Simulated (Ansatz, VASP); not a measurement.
# Two plane-wave programs on La2O3

```xyz
5
Lattice="3.8777 0.0000 0.0000 -1.9388 3.3581 0.0000 0.0000 0.0000 6.0293" Properties=species:S:1:pos:R:3 pbc="T T T"
La    0.0000    2.2388    1.4846
La    1.9388    1.1194    4.5447
O     0.0000    0.0000    0.0000
O     0.0000    2.2388    3.8943
O     1.9388    1.1194    2.1350
```

Change from the starting cell: volume scaled by 0.96.

Alike in both runs: task single point; functional PBE; k mesh 8 × 8 × 5; occupations fermi-dirac, width 0.05 eV; no spin polarisation.

|  | VASP | Ansatz |
| --- | --- | --- |
| version | VASP 6.6.1 | Ansatz 0.2.0 |
| potentials or method | VASP PAW PBE potentials, release 64 (La, O) | Ansatz PAW |
| plane-wave cutoff (eV) | 520 | 420 |
| valence electrons in the cell | 40 | 40 |

|  | VASP | Ansatz | Ansatz less VASP |
| --- | --- | --- | --- |
| gap on the k mesh at the Fermi level (eV) | 3.93 | 3.91 | -0.019 |
| least direct gap on the mesh (eV) | 4.06 | 4.04 | -0.014 |
| pressure (GPa) | 7.7 | 8.0 | +0.33 |
| largest component of the traceless stress (GPa) | 0.73 | 0.78 | +0.051 |
| rms of the force components (eV/Å) | 0.120 | 0.125 | +0.0058 |

Atom by atom the forces differ by 0.006 eV/Å (rms over components).

Caveats: spin-orbit coupling is left out, which moves the levels of the heavy elements; an odd mesh through Γ misses points on the zone boundary, where band edges often lie (VASP); odd divisions of the mesh miss points on the zone boundary, where band edges often lie, so the gap on the mesh can be too wide (Ansatz); the pressure holds a Pulay correction of +0.4 GPa for the finite cutoff (Ansatz).
